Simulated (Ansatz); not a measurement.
Relaxed (111) slab cut from GaP (space group F-43m (No. 216)); the slab's formula is GaP, its outer planes Ga (top) and P (bottom):

```yaml
crystal:
  lattice:
    - [3.84557, 0.00000, 0.00000]
    - [-1.92278, 3.33036, 0.00000]
    - [0.00000, 0.00000, 25.20464]
  atoms:
    - { symbol: P, position: [0.00000, 0.00000, 0.29590] }
    - { symbol: Ga, position: [0.33333, 0.66667, 0.32626] }
    - { symbol: P, position: [0.33333, 0.66667, 0.42325] }
    - { symbol: Ga, position: [0.66667, 0.33333, 0.45231] }
    - { symbol: P, position: [0.66667, 0.33333, 0.54841] }
    - { symbol: Ga, position: [0.00000, 0.00000, 0.57762] }
    - { symbol: P, position: [0.00000, 0.00000, 0.67469] }
    - { symbol: Ga, position: [0.33333, 0.66667, 0.70157] }
```

The calculation used Ansatz, DFT PBEsol, scalar-relativistic, plane waves, PAW. Settings: cutoff 420 eV, Γ-centred mesh 9×9×1 on the computed 8-atom cell, Gaussian smearing of 0.05 eV; no spin polarisation. A dipole correction removes the field between periodic images along c.

The potential is the smooth part; its values at the atoms depend on the PAW datasets.

(1) How does the plane-averaged electrostatic potential energy of an electron run along c, counted from the Fermi level?

## Answers

(1) z (Å), V (eV) and a bar:
```
     2.52       6.22 ##############################
     2.80       6.22 ##############################
     3.08       6.22 ##############################
     3.36       6.22 ##############################
     3.64       6.22 ##############################
     3.92       6.22 ##############################
     4.20       6.22 ##############################
     4.48       6.22 ##############################
     4.76       6.21 ##############################
     5.04       6.18 ##############################
     5.32       6.14 ##############################
     5.60       6.03 ##############################
     5.88       5.80 #############################
     6.16       5.27 ############################
     6.44       4.13 ###########################
     6.72       1.64 #######################
     7.00      -2.94 ###############
     7.28      -7.37 ########
     7.56     -10.05 ####
     7.84      -9.46 #####
     8.12      -6.41 ##########
     8.40      -3.83 ##############
     8.68      -1.75 #################
     8.96       0.72 #####################
     9.24       2.74 ########################
     9.52       3.09 #########################
     9.80       1.88 #######################
    10.08      -1.68 #################
    10.36      -6.46 ##########
    10.64     -10.12 ####
    10.92     -11.03 ##
    11.20      -8.67 ######
    11.48      -5.57 ###########
    11.76      -3.40 ###############
    12.04      -1.05 ##################
    12.32       1.39 ######################
    12.60       2.30 ########################
    12.88       1.63 #######################
    13.16      -1.19 ##################
    13.44      -5.90 ###########
    13.72      -9.93 ####
    14.00     -11.72 #
    14.28     -10.09 ####
    14.56      -6.87 #########
    14.84      -4.55 #############
    15.12      -2.32 ################
    15.40       0.25 ####################
    15.68       1.70 #######################
    15.96       1.52 ######################
    16.24      -0.44 ###################
    16.52      -4.83 ############
    16.80      -9.56 #####
    17.08     -12.45
    17.36     -11.80 #
    17.64      -8.51 ######
    17.92      -5.50 ###########
    18.20      -3.06 ###############
    18.48      -0.34 ###################
    18.76       1.68 #######################
    19.04       2.62 ########################
    19.32       3.10 #########################
    19.60       3.34 #########################
    19.88       3.46 ##########################
    20.16       3.52 ##########################
    20.44       3.56 ##########################
    20.72       3.57 ##########################
    21.00       3.58 ##########################
    21.28       3.59 ##########################
    21.56       3.59 ##########################
    21.84       3.59 ##########################
    22.12       3.59 ##########################
    22.40       3.59 ##########################
```

The vacuum level lies 3.59 eV (top face) and 6.22 eV (bottom face) above the Fermi level.